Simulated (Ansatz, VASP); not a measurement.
Bi in VASP and in Ansatz

```
Bi
1.0
     0.00000    2.47021    2.47021
     2.47021    0.00000    2.47021
     2.47021    2.47021    0.00000
Bi
1
Direct
  0.00000 0.00000 0.00000
```

Alike in both runs: functional PBEsol; k mesh 8 × 8 × 8; occupations gaussian, width 0.1 eV; no spin polarisation.

Ansatz relaxed the structure, and its values are those at the end. VASP's run is a single point on that final structure, the one shown.

|  | VASP | Ansatz |
| --- | --- | --- |
| version | VASP 6.6.1 | Ansatz 0.2.0 |
| potentials or method | VASP PAW PBE potentials, release 64 (Bi_d) | scalar-relativistic, plane waves, PAW |
| plane-wave cutoff (eV) | 520 | 420 |
| valence electrons in the cell | 15 | 15 |

Ansatz gave:

- gap on the k mesh at the Fermi level (eV): none
- pressure (GPa): 0.0

Problem. What did VASP give for the same quantities?

Solution. gap on the k mesh at the Fermi level (eV): none; pressure (GPa): -0.1.

A gap of «none» marks a metal or a gap that the smearing closes.

Caveats: the PAW data sets were made with another functional, which shifts forces and pressure a little (VASP); spin-orbit coupling is left out, which moves the levels of the heavy elements.
